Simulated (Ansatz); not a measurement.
**W2NS2 MXene monolayer in a perpendicular field**

Aim: how the W2NS2 MXene monolayer screens a field along its normal, and what the field does to its bands. A positive field points along +c.

Main program and level: Ansatz 0.2.0; plane-wave DFT, PBE-D3(BJ), Ansatz PAW.

## (1) Starting point

The cell holds 5 atoms: 2 S, 2 W and 1 N. Cell: a = 3.054 Å, b = 3.054 Å, c = 42.977 Å, α = 90.0°, β = 90.0°, γ = 120.0°. Vacuum lies along c.

## (2) Relaxation

The starting cell is a guess, so the in-plane lattice and the atoms are relaxed first, with the slab cut off from its images along the normal.

Contents of input.yaml:

```yaml
crystal:
  lattice:
    - [3.053908, 0.0, 0.0]
    - [-1.526954, 2.6447619088, 0.0]
    - [0.0, 0.0, 42.9772096949]
  atoms:
    - { symbol: S, position: [0.3333333333, 0.6666666667, 0.4304607054] }
    - { symbol: W, position: [0.6666666667, 0.3333333333, 0.4719620994], spin: 1.0 }
    - { symbol: "N", position: [0.0, 0.0, 0.5] }
    - { symbol: W, position: [0.3333333333, 0.6666666667, 0.5280379006], spin: 1.0 }
    - { symbol: S, position: [0.6666666667, 0.3333333333, 0.5695392946] }
  periodic: [true, true, false]
magnetization:
  spin_polarized: true
kpoints:
  mp_grid: { grid: [12, 12, 1] }
hamiltonian:
  xc: pbe
  dispersion: d3bj
scf:
  occupations: { method: fermi_dirac, width: 0.05 }
  convergence: { dr2_threshold: 1.0e-09 }
relax:
  f_tol: 0.004
  max_steps: 90
  cell: {}
output:
  write_potential: true
  write_density: true
  volumetric_format: npy
```

Launch:

```sh
ansatz run input.yaml --threads 2 --pin off --max-ram 3072MiB --backend cpu --events-out ev --progress --plain --runs-dir out
```

Numbers of over 12 decimals in the logs are rounded to 6 here.

The program printed:

```text
Warning: relax.cell: scf.convergence.dr2_threshold = 1e-9 eV is looser than the 1.95870095071e-10 eV advised for a relaxation that steers and ends on the stress (1e-10 eV for each atom of the cell: 5, times the square of relax.cell.stress_2d_tol = 0.05 N/m over 16.0 Å (the atoms' height at the walk's start and 5 Å past either face), 3.129e-2 GPa, over a crystal's default 0.05). What an SCF threshold leaves in a stress goes as its square root, and in the free energy as the threshold itself, and one threshold admits the most on a small cell: [figures from the program's tests cut] Set scf.convergence.dr2_threshold to 1.95870095071e-10 eV or tighter. [rest of the remark cut]
Engine: ansatz 0.2.0, x86_64-unknown-linux-gnu
Pseudopotentials: kind: paw
Pseudopotential: S, paw, valence charge 6, recommended cutoff 420 eV (normal), S.paw.azcp
Pseudopotential: W, paw, valence charge 14, recommended cutoff 420 eV (normal), W.paw.azcp
Pseudopotential: N, paw, valence charge 5, recommended cutoff 420 eV (normal), N.paw.azcp
Functional definition: PBE
  parameter kappa = 0.804
  parameter beta = 0.066725
  exchange = pbe_x(kappa = kappa, mu = beta*pi^2/3)
  correlation = pbe_c(beta = beta)
Crystal: 5 atoms, lattice volume = 347.121 Å³
Basis set: ecut = 420 eV, 6731 PW (Γ), exchange–correlation on 48×48×576 points (8 copies of the dense FFT grid, shifted against one another)
Bands: 29, of which v1, the nominal top of the filled ones, is band 23 counted from 1 (22 counted from 0)
Symmetry: 12 space group operations
Space group: P-3m1 (ITA 164), of the structure as read, at distance tolerance 7.0e-5 Å
Magnetic group: BNS 164.85 (UNI 1315), of the structure as read, at distance tolerance 7.0e-5 Å
k-points: 19 of 144
Non-local potential: S, projectors of the file, l = 0: 2, l = 1: 2, l = 2: 2
Non-local potential: W, projectors of the file, l = 0: 3, l = 1: 2, l = 2: 2, l = 3: 1
Non-local potential: N, projectors of the file, l = 0: 2, l = 1: 2, l = 2: 1
PAW form: soft (Blöchl's): semilocal exchange-correlation on the pseudo side does not see the compensation charge
PAW one-centre angular grid: S, 110 points (default); XC on 64 Gauss nodes
PAW one-centre angular grid: W, 590 points (default); XC on 64 Gauss nodes
PAW one-centre angular grid: N, 110 points (default); XC on 64 Gauss nodes
Initial density: superposition of atomic densities (neutral atoms: chi_scale 0, normalization atom)
Starting moments: Σ|m| = 2 μB on 2 of 5 sites
Initial wavefunctions: pseudopotential atomic-orbital guess
Functional: x = pbe(κ = 0.804, μ = 0.219515), c = pbe(β = 0.066725)
SCF iter   1: F=—  HF=-22961.756209 eV  |F-HF|=—  |Δ(HF+E_count)|=         —  Δρ=2.36e-2 (↑2.36e-2 ↓1.93e-2)  dr2=7.60e0  dr2_m=9.58e-2  M=0.977 μB ∫|m|=1.123 μB  β_m=0.30  ethr=3.10e-3  ⟨swp⟩=16.5  Hψ=9261  notcnv=0
Mixer restart at iter 1: flushing history
preconditioner: auto → LDOS  [metal: Δε(μ)=0.056 eV  Ē_g=9.398 eV  σ=0.050 eV  W_gap=0.27  n_scr=26 (ndim 8)  ℏωp=10.7 eV  f_vac=0.769  D(μ)=2.88/eV (n_scr^D=16)]
spin=Collinear: LDOS preconditioning applied to the charge; magnetization (m = ρ↑ − ρ↓) channel mixes plain (no charge-response kernel on spin).
SCF iter   2: F=—  HF=-22960.807124 eV  |F-HF|=—  |Δ(HF+E_count)|=   9.49e-1  Δρ=1.71e-2 (↑1.71e-2 ↓1.43e-2)  dr2=4.16e0  dr2_m=5.77e-2  M=0.875 μB ∫|m|=1.011 μB  β_m=0.60  ethr=3.10e-3  ⟨swp⟩=3.6  Hψ=2401  notcnv=0  defer=26
SCF iter   3: F=—  HF=-22959.965131 eV  |F-HF|=—  |Δ(HF+E_count)|=   8.42e-1  Δρ=3.30e-3 (↑3.30e-3 ↓3.07e-3)  dr2=1.94e-1  dr2_m=1.16e-2  M=0.510 μB ∫|m|=0.592 μB  β_m=0.58  ethr=3.10e-3  ⟨swp⟩=4.3  Hψ=2771  notcnv=0  defer=26
SCF iter   4: F=—  HF=-22960.024400 eV  |F-HF|=—  |Δ(HF+E_count)|=         —  Δρ=3.03e-3 (↑2.55e-3 ↓3.03e-3)  dr2=1.61e-2  dr2_m=2.21e-2  M=0.169 μB ∫|m|=0.217 μB  β_m=0.58  ethr=4.32e-4  ⟨swp⟩=3.8  Hψ=2893  notcnv=0  defer=18
SCF iter   5: F=—  HF=-22960.025212 eV  |F-HF|=—  |Δ(HF+E_count)|=   8.11e-4  Δρ=1.58e-3 (↑1.48e-3 ↓1.58e-3)  dr2=1.96e-3  dr2_m=7.20e-3  M=0.106 μB ∫|m|=0.136 μB  β_m=0.79  ethr=3.58e-5  ⟨swp⟩=3.8  Hψ=2788  notcnv=0  defer=19
SCF iter   6: F=—  HF=-22960.026808 eV  |F-HF|=—  |Δ(HF+E_count)|=   1.60e-3  Δρ=3.39e-4 (↑2.51e-4 ↓3.39e-4)  dr2=2.31e-4  dr2_m=2.50e-4  M=0.025 μB ∫|m|=0.032 μB  β_m=0.84  ethr=4.35e-6  ⟨swp⟩=3.4  Hψ=2655  notcnv=0  defer=19
SCF iter   7: F=—  HF=-22960.026875 eV  |F-HF|=—  |Δ(HF+E_count)|=   6.74e-5  Δρ=7.99e-5 (↑7.99e-5 ↓5.70e-5)  dr2=2.02e-5  dr2_m=1.19e-5  M=0.006 μB ∫|m|=0.008 μB  β_m=0.80  ethr=5.12e-7  ⟨swp⟩=3.3  Hψ=2669  notcnv=0  defer=19
SCF iter   8: F=—  HF=-22960.026883 eV  |F-HF|=—  |Δ(HF+E_count)|=   7.86e-6  Δρ=2.13e-5 (↑1.23e-5 ↓2.13e-5)  dr2=2.34e-6  dr2_m=5.98e-7  M=0.001 μB ∫|m|=0.001 μB  β_m=0.82  ethr=4.48e-8  ⟨swp⟩=3.2  Hψ=2554  notcnv=0  defer=19
SCF iter   9: F=—  HF=-22960.026886 eV  |F-HF|=—  |Δ(HF+E_count)|=   2.30e-6  Δρ=6.48e-6 (↑6.48e-6 ↓4.08e-6)  dr2=9.05e-8  dr2_m=7.59e-8  M=0.000 μB ∫|m|=0.000 μB  β_m=0.88  ethr=5.21e-9  ⟨swp⟩=3.3  Hψ=2529  notcnv=0  defer=19
SCF iter  10: F=—  HF=-22960.026886 eV  |F-HF|=—  |Δ(HF+E_count)|=   3.66e-7  Δρ=2.04e-6 (↑2.04e-6 ↓1.45e-6)  dr2=3.23e-9  dr2_m=9.12e-9  M=0.000 μB ∫|m|=0.000 μB  β_m=0.94  ethr=2.01e-10  ⟨swp⟩=3.8  Hψ=2781  notcnv=0  defer=19
SCF iter  11: F=—  HF=-22960.026886 eV  |F-HF|=—  |Δ(HF+E_count)|=   3.01e-8  Δρ=2.17e-7 (↑2.13e-7 ↓2.17e-7)  dr2=1.77e-10  dr2_m=1.29e-10  M=0.000 μB ∫|m|=0.000 μB  β_m=0.97  ethr=7.17e-12  ⟨swp⟩=4.5  Hψ=3209  notcnv=0  defer=19
SCF iter  12: F=-22960.026886 eV  HF=-22960.026886 eV  |F-HF|=1.75e-10  |Δ(HF+E_count)|=   2.94e-9  Δρ=5.40e-8 (↑3.42e-8 ↓5.40e-8)  dr2=4.23e-11  dr2_m=1.37e-12  M=0.000 μB ∫|m|=0.000 μB  ethr=1.00e-12  ⟨swp⟩=9.9  Hψ=9590  notcnv=0
WARN: the starting moments were not kept: the SCF closed with an absolute magnetisation of 2.0e-6 μB, where they sum to 2 μB in size (2 sites). That is at most 0.1 of that sum. Measured as dr2_m measures the in/out step, that magnetisation stands 3.5e-13 eV from none, at or under the dr2_threshold of 1.0e-9 eV: it is no larger than a step whose dr2_m would equal this threshold. The system may hold no moment; this SCF [...]
SCF 1 converged in 12 iterations: F = -22960.026886 eV  dr2 = 4.23e-11
  greatest PAW one-centre occupation: 1.000 electrons in one spin orbital (limit 2), on the W atom at site 3 (counted from 0), in its partial waves of l = 0
[...]
relax step   5: F+E_penalty+E_count = -22960.66823447 eV  Δ(F+E_penalty+E_count) = -5.994e-2 eV  max|allowed force component| = 6.124e-2 eV/Å  Δτ_max = 0.0855 Å  P = -1.007 N/m  Ω = 336.253 Å³  energy of the carried Pulay correction = +2.399e-3 eV  fix = [c, alpha, beta]  reactions: c -0.000 N/m  (10 SCF iters, accepted)
[...]
relax step   6: F+E_penalty+E_count = -22960.67004044 eV  Δ(F+E_penalty+E_count) = -1.806e-3 eV  max|allowed force component| = 5.799e-3 eV/Å  Δτ_max = 0.0057 Å  P = -0.086 N/m  Ω = 334.179 Å³  energy of the carried Pulay correction = +2.866e-3 eV  fix = [c, alpha, beta]  reactions: c -0.000 N/m  (8 SCF iters, accepted)
[...]
relax step   7: F+E_penalty+E_count = -22960.67008421 eV  Δ(F+E_penalty+E_count) = -4.377e-5 eV  max|allowed force component| = 5.467e-4 eV/Å  Δτ_max = 0.0002 Å  P = -0.001 N/m  Ω = 334.030 Å³  energy of the carried Pulay correction = +2.899e-3 eV  fix = [c, alpha, beta]  reactions: c -0.000 N/m  (6 SCF iters, accepted)
[...]
relax step   8: F+E_penalty+E_count = -22960.66769567 eV  Δ(F+E_penalty+E_count) = +2.389e-3 eV  max|allowed force component| = 3.523e-4 eV/Å  Δτ_max = 0.0000 Å  P = -0.052 N/m  Ω = 334.030 Å³  fix = [c, alpha, beta]  reactions: c -0.000 N/m  stress off target by 5.18e-2 N/m on what of the cell is left free  SCF on the basis re-selected at this cell (its energy is not comparable with the rows above)  (5 SCF iters)
[...]
relax step   9: F+E_penalty+E_count = -22960.66773886 eV  Δ(F+E_penalty+E_count) = -4.319e-5 eV  max|allowed force component| = 7.355e-4 eV/Å  Δτ_max = 0.0008 Å  P = +0.001 N/m  Ω = 333.866 Å³  energy of the carried Pulay correction = +3.681e-5 eV  fix = [c, alpha, beta]  reactions: c +0.000 N/m  (6 SCF iters, accepted)
iter 1 solved again at ethr=3.31e-7 eV; its pass at ethr=3.10e-3 eV (dr2=1.49e-4 eV) is discarded
SCF iter   1: F=—  HF=-22960.667537 eV  |F-HF|=—  |Δ(HF+E_count)|=         —  Δρ=6.99e-7 (↑6.93e-7 ↓6.99e-7)  dr2=3.95e-9  dr2_m=1.22e-11  M=0.000 μB ∫|m|=0.000 μB  β_m=0.65  ethr=3.31e-7  ⟨swp⟩=7.1  Hψ=15244  notcnv=0
eigensolver tolerance schedule: the retry pair's looser diagonalisation over-reported the residual by 37757.04 of it (diagonalisation noise at an unbounded share of the residual, at the tolerance the schedule requests for it); recorded, not acted on — ethr = c·dr2/N_el stays at c = 1.0e-1
preconditioner: auto → LDOS  [metal: Δε(μ)=0.043 eV  Ē_g=8.846 eV  σ=0.050 eV  W_gap=0.21  n_scr=22 (ndim 8)  ℏωp=10.9 eV  f_vac=0.769  D(μ)=2.70/eV (n_scr^D=16)]
spin=Collinear: LDOS preconditioning applied to the charge; magnetization (m = ρ↑ − ρ↓) channel mixes plain (no charge-response kernel on spin).
SCF iter   2: F=—  HF=-22960.667699 eV  |F-HF|=—  |Δ(HF+E_count)|=   1.63e-4  Δρ=4.24e-7 (↑4.24e-7 ↓4.20e-7)  dr2=2.75e-9  dr2_m=3.81e-12  M=0.000 μB ∫|m|=0.000 μB  β_m=0.34  ethr=8.78e-12  ⟨swp⟩=8.4  Hψ=6098  notcnv=0
SCF iter   3: F=—  HF=-22960.667699 eV  |F-HF|=—  |Δ(HF+E_count)|=   2.74e-9  Δρ=2.65e-7 (↑2.65e-7 ↓2.57e-7)  dr2=5.32e-10  dr2_m=3.70e-12  M=0.000 μB ∫|m|=0.000 μB  β_m=0.67  ethr=6.11e-12  ⟨swp⟩=3.3  Hψ=1993  notcnv=0
SCF iter   4: F=-22960.667699 eV  HF=-22960.667699 eV  |F-HF|=1.27e-10  |Δ(HF+E_count)|=  4.73e-10  Δρ=7.23e-8 (↑6.91e-8 ↓7.23e-8)  dr2=2.40e-11  dr2_m=7.78e-13  M=0.000 μB ∫|m|=0.000 μB  ethr=1.18e-12  ⟨swp⟩=15.4  Hψ=10870  notcnv=0
the starting moments were not kept: the SCF closed with an absolute magnetisation of 2.3e-6 μB, where they sum to 2 μB in size (2 sites). That is at most 0.1 of that sum. Measured as dr2_m measures the in/out step, that magnetisation stands 5.0e-13 eV from none, at or under the dr2_threshold of 1.0e-9 eV: it is no larger than a step whose dr2_m would equal this threshold.
SCF 10 converged in 4 iterations: F = -22960.667699 eV  dr2 = 2.40e-11
relax step  10: F+E_penalty+E_count = -22960.66769925 eV  Δ(F+E_penalty+E_count) = +3.961e-5 eV  max|allowed force component| = 7.417e-4 eV/Å  Δτ_max = 0.0000 Å  P = +0.001 N/m  Ω = 333.866 Å³  fix = [c, alpha, beta]  reactions: c +0.000 N/m  stress off target by 6.03e-4 N/m on what of the cell is left free  SCF on the basis re-selected at this cell (its energy is not comparable with the rows above)  (4 SCF iters)
basis re-selected at this cell: Δ(F+E_penalty+E_count) = +3.961e-5 eV, ΔP = -0.000 N/m vs the last step (what re-selecting the basis moved, of the pressure what is left beyond the Pulay correction that the steps carried, after the strain that the cell walked since its last selection, with what the two solves' SCF thresholds leave and, on support functions, any second-order correction that the steps lacked; it is no m [...]
SCF converged after 4 iterations
Magnetization: 0.0000 μB (22.5000 up, 22.5000 down)
Absolute magnetization: 0.0000 μB (∫|ρ↑−ρ↓|, with the PAW one-centre terms)
Spin contamination: 0.0000 ħ² per cell (⟨S²⟩ above its minimum at these occupations)
Per-site moments (μB) at R_I (Å): [(-1.0313846291155302e-7, 0.987563), (5.224215693788086e-7, 0.920175), (1.2681467775458532e-7, 0.920175), (5.224215693692867e-7, 0.920175), (-1.0313846290941657e-7, 0.987563)]
Free energy (F): -22960.667699 eV
Harris-Foulkes:  -22960.667699 eV  (|F-HF|=1.27e-10)
Internal energy: -22960.645992 eV  (E = F + TS)
E sigma→0 (E₀):  -22960.656845 eV
Entropy (-TS):   -0.021708 eV (-4.342 meV/atom)
Fermi energy:    -4.970321 eV
--- Per-component energies (eV) ---
  E_band       = -1180.329364
  E_kinetic    = 1251.660465
  E_local      = -201019.213992  (includes V_loc(G=0)·N_el)
  E_nonlocal   = 104.197447
  E_hartree    = 99746.952476
  E_xc         = -790.006242
  E_vxc        = -731.445613  (∫ρ·V_xc dr)
  E_paw        = -18453.027232  (= ΣΔE_a)
  E_vpaw       = -279.432349  (= ΣTr[D̂ρ^β])
  E_aug_tail   = -0.000055  (compensation charges beyond the density's cutoff)
  E_ewald      = 96200.648219
  E_disp       = -1.857077  (pairwise vdW)
  E_smearing   = -0.021708  (= −TS)
  E_closure    = 0.000000  (closes the sum)
  Σ components = -22960.667699   (vs F -22960.667699, Δ=0.00e0)
--- Forces (eV/Å), atoms counted from 1 ---
  atom   1  S     -0.00000000    -0.00000000    -0.00074170
  atom   2  W     -0.00000000     0.00000000     0.00028608
  atom   3  N      0.00000000     0.00000000     0.00000000
  atom   4  W     -0.00000000    -0.00000000    -0.00028608
  atom   5  S      0.00000000     0.00000000     0.00074170
  max |Σ_I F_I| component: 9.25e-18 eV/Å
--- 2D stress c σ (N/m, compression-positive) ---
        0.000603       0.000000       0.000000
        0.000000       0.000603       0.000000
        0.000000       0.000000       0.000000
  P = ½ c Tr σ = 0.0006 N/m
--- Band table (eV; the first three rows and the last of 38) ---
  k-point 0 ↑: bands = [... 19 lower, -5.6742, -5.6742, -5.6690, -5.6690, -5.5101, -4.8218, -4.8218, -2.2651, ... 2 higher]
  k-point 1 ↑: bands = [... 19 lower, -6.7181, -6.4541, -5.4042, -5.2627, -4.9661, -4.8297, -4.7520, -2.5391, ... 2 higher]
  k-point 2 ↑: bands = [... 19 lower, -6.9096, -6.9088, -6.0157, -5.2039, -5.0552, -4.2666, -3.9463, -2.5806, ... 2 higher]
  k-point 18 ↓: bands = [... 19 lower, -9.2184, -5.1711, -4.6867, -4.6867, -4.0592, -3.2920, -3.2920, -2.2858, ... 2 higher]
  the weakly bound empty levels are not read free of the cell's end (no_gap_told)
--- Relaxed structure (8 steps of the walk, 7 accepted, 2 SCFs on fresh bases) ---
  F+E_penalty+E_count = -22960.66769925 eV   max|allowed force component| = 7.417e-4 eV/Å   (the final SCF, on the basis selected at the relaxed cell)
  cell:  # Å, volume = 333.8660 Å³
    - [2.995034, 0.0, 0]
    - [-1.497517, 2.593775, 0]
    - [0, 0, 42.9772096949]
  atoms:
    - { symbol: S, position: [0.333333, 0.666667, 0.428682] }
    - { symbol: W, position: [0.666667, 0.333333, 0.467209] }
    - { symbol: N, position: [0, 0, 0.5] }
    - { symbol: W, position: [0.333333, 0.666667, 0.532791] }
    - { symbol: S, position: [0.666667, 0.333333, 0.571318] }
```

Elapsed: 1.8 min, on 2 threads of Intel Xeon Platinum 8488C (Sapphire Rapids), shared host; peak memory 0.83 GiB.

Relaxation path:

| step | energy less that of the first step (eV) | largest force component (eV/Å) | volume (Å³) |
| --- | --- | --- | --- |
| 1 | 0.0000 | 3.3918 | 347.12 |
| 2 | -0.4703 | 0.6941 | 355.40 |
| 3 | -0.5814 | 0.4447 | 349.27 |
| 4 | -0.5803 | 0.6218 | 328.19 |
| 5 | -0.6413 | 0.0612 | 336.25 |
| 6 | -0.6432 | 0.0058 | 334.18 |
| 7 | -0.6432 | 0.0005 | 334.03 |
| 8* | -0.6408 | 0.0004 | 334.03 |
| 9 | -0.6409 | 0.0007 | 333.87 |
| 10* | -0.6408 | 0.0007 | 333.87 |

Relaxation steps marked * repeat the geometry before them on a plane-wave basis chosen anew for their cell, so energy and pressure can jump there. Relaxation step 4 was tried and not accepted.

Forces are held to the 12 operations that the run works with; a distortion that breaks them can't arise in this run.

| cell as run | before | after | change |
| --- | --- | --- | --- |
| a (Å) | 3.054 | 2.995 | -1.9 % |
| b (Å) | 3.054 | 2.995 | -1.9 % |

The atoms that moved most (Å, along periodic axes as changes of fractional coordinates times the final cell, across vacuum about the mean position):

| atom | dx | dy | dz | length |
| --- | --- | --- | --- | --- |
| W4 | 0.000 | 0.000 | 0.204 | 0.204 |
| W2 | 0.000 | 0.000 | -0.204 | 0.204 |
| S1 | 0.000 | 0.000 | -0.076 | 0.076 |
| S5 | 0.000 | 0.000 | 0.076 | 0.076 |

The relaxed structure:

```xyz
5
Lattice="2.9950 0.0000 0.0000 -1.4975 2.5938 0.0000 0.0000 0.0000 42.9772" Properties=species:S:1:pos:R:3
S     0.0000    1.7292   18.4235
W     1.4975    0.8646   20.0793
N     0.0000    0.0000   21.4886
W     0.0000    1.7292   22.8979
S     1.4975    0.8646   24.5537
```

This step gave:

| Property | Result |
| --- | --- |
| energy at zero smearing | -22960.6568 eV |

The lattice constant a goes from 3.054 to 2.995 Å.

[end of part 1 of 2]

[Logs are printed without paths, hosts, clocks, repeated set-up lines and the standing remarks that a program may print on its own settings, such as how far it seeks lower states.]

[Hosts, paths, dates, database ids (printed as entryN), source tags and the programs' standing remarks are cut or masked in the printed files.]

[Maps of the electrostatic potential energy from Ansatz leave out the sawtooth potential of an applied field or a dipole correction, so their vacuum need not be flat; planar profiles and work functions include it.]
